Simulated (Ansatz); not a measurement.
A relaxation computed with Ansatz, from input to last step.

```yaml
crystal:
  lattice:
    - [4.09019619, 0.0, 0.0]
    - [0.0, 4.09019619, 0.0]
    - [0.0, 0.0, 6.55145804]
  atoms:
    - { symbol: Cu, position: [0.5, 0.5, 0.0] }
    - { symbol: Cu, position: [0.0, 0.0, 0.0] }
    - { symbol: I, position: [0.5, 0.0, 0.25696564] }
    - { symbol: I, position: [0.0, 0.5, 0.74303436] }
basis:
  ecutwfc: 420
kpoints:
  mp_grid: { grid: [8, 8, 4] }
hamiltonian:
  xc: pbe
  dispersion: d3bj
scf:
  occupations: { method: gaussian, width: 0.02 }
output:
  forces: true
  stress: true
  eigenvalues: true
relax:
  adjacent_minimum: "off"
  f_tol: 0.01
  max_steps: 40
```

```bash
ansatz run input.yaml --threads 1 --pin off --max-ram 2560MiB --backend cpu --events-out ev --progress --plain --runs-dir out
```

These are results of Ansatz 0.2.0, DFT PBE+D3(BJ), scalar-relativistic, plane waves, PAW, not measurements.

Of 4 frames 3 are shown, positions in Å and forces in eV/Å; the SCF threshold varies from step to step.

```xyz
4
Lattice="4.0902 0.0000 0.0000 0.0000 4.0902 0.0000 0.0000 0.0000 6.5515" Properties=species:S:1:pos:R:3:forces:R:3 pbc="T T T" step=1 free_energy_over_end_meV_per_atom=0.71
Cu    2.0451    2.0451    0.0000    0.0000    0.0000    0.0000
Cu    0.0000    0.0000    0.0000    0.0000    0.0000    0.0000
I     2.0451    0.0000    1.6835    0.0000    0.0000    0.1450
I     0.0000    2.0451    4.8680    0.0000    0.0000   -0.1450
4
Lattice="4.0902 0.0000 0.0000 0.0000 4.0902 0.0000 0.0000 0.0000 6.5515" Properties=species:S:1:pos:R:3:forces:R:3 pbc="T T T" step=2 free_energy_over_end_meV_per_atom=0.10
Cu    2.0451    2.0451    0.0000    0.0000    0.0000    0.0000
Cu    0.0000    0.0000    0.0000    0.0000    0.0000    0.0000
I     2.0451    0.0000    1.7104    0.0000    0.0000   -0.0525
I     0.0000    2.0451    4.8410    0.0000    0.0000    0.0525
4
Lattice="4.0902 0.0000 0.0000 0.0000 4.0902 0.0000 0.0000 0.0000 6.5515" Properties=species:S:1:pos:R:3:forces:R:3 pbc="T T T" step=4 free_energy_over_end_meV_per_atom=0.00
Cu    2.0451    2.0451    0.0000    0.0000    0.0000    0.0000
Cu    0.0000    0.0000    0.0000    0.0000    0.0000    0.0000
I     2.0451    0.0000    1.7030    0.0000    0.0000    0.0007
I     0.0000    2.0451    4.8484    0.0000    0.0000   -0.0007
```

It took 41 s on 1 thread of Arm Neoverse V2, on a shared host, peak memory 0.46 GiB.